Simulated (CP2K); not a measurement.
# TaN in CP2K: the effect of functional

TaN:

```xyz
6
Lattice="5.1960 0.0000 0.0000 -2.5980 4.4999 0.0000 0.0000 0.0000 2.9110" Properties=species:S:1:pos:R:3 pbc="T T T"
Ta    0.0000    0.0000    0.0000
Ta    2.5980    1.5000    1.4555
Ta    0.0000    2.9999    1.4555
N    -1.0206    1.7678    0.0000
N     1.5774    2.7321    0.0000
N     2.0412    0.0000    0.0000
```

Alike in all runs:

* Program: CP2K 2026.2
* Task: single point
* Potentials or basis: POTENTIAL_UZH Ta GTH-PBE-q13, N GTH-PBE-q5; DZVP-MOLOPT-PBE-GTH basis
* Density cutoff: 9184 eV
* k mesh: 6 × 6 × 9
* Occupations: fermi-dirac, width 0.05 eV
* Spin: no spin polarisation

One run gave: pressure 1.7 GPa; largest force 0.02 eV/Å. Which functional did it use?
A. PW91
B. vdW-DF2
C. LDA
D. PBEsol
E. optB88-vdW

A.

| functional | pressure (GPa) | largest force (eV/Å) |
| --- | --- | --- |
| LDA | -8.3 | 0.03 |
| PBEsol | -5.2 | 0.05 |
| vdW-DF2 | 17.9 | 0.02 |
| optB88-vdW | 2.5 | 0.01 |
| PW91 | 1.7 | 0.02 |
| TPSS | 1.2 | 0.17 |

Caveats: the potentials were made for another functional, which shifts forces and pressure; the basis of atomic orbitals isn't converged, which shifts pressures, moduli and gaps.

Runs at the PBE level aren't shown here.
